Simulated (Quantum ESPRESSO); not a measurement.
**Al in Quantum ESPRESSO: convergence with k mesh**

Crystal: Al.

```
Al
1.0
     4.49160    0.00000    0.00000
    -2.24580    3.88984    0.00000
     0.00000    0.00000    2.72260
Al
2
Direct
  0.33333 0.66667 0.00000
  0.66667 0.33333 0.00000
```

The cell was built by a generator and needn't be a form met in nature.

- Program: Quantum ESPRESSO 7.5
- Task: single point
- Functional: PBE
- Potentials or basis: SG15 PBE 1.2
- Cutoff: 1020 eV
- Density cutoff: 4082 eV
- k mesh: 1 × 1 × 2
- Occupations: gaussian, width 0.136 eV
- Spin: no spin polarisation

These are the settings of the first run; the series varies k mesh, with any setting tied to it.

Hardware: 1 thread of Arm Neoverse V2, on a shared host.

```
      k mesh  energy less the tightest run, at zero smearing (meV/atom)  pressure (GPa)  SCF cycles  CPU time (s)  peak memory (GiB)
   1 × 1 × 2                                                    1456.84           14.74           7           1.4               0.05
   2 × 2 × 3                                                     579.80            3.41           9           4.5               0.05
   3 × 3 × 4                                                      47.65            3.19           8           7.9               0.06
   4 × 4 × 6                                                      52.60            1.78           8            18               0.07
   5 × 5 × 8                                                      15.82            2.03           7            26               0.09
   6 × 6 × 9                                                      12.43            1.70           8            42               0.11
  7 × 7 × 10                                                      -9.02            1.64           7            56               0.14
  8 × 8 × 12                                                      -1.65            1.73           7            86               0.19
10 × 10 × 14                                                       0.00            1.62           7           140               0.28
```

Not settled before the last step: the energy (to 1 meV/atom), the pressure (to 0.1 GPa). Meshes of other sizes hit other points, so gaps and Fermi surfaces needn't settle smoothly. The tightest run that finished is the yardstick and may itself not be fully converged.
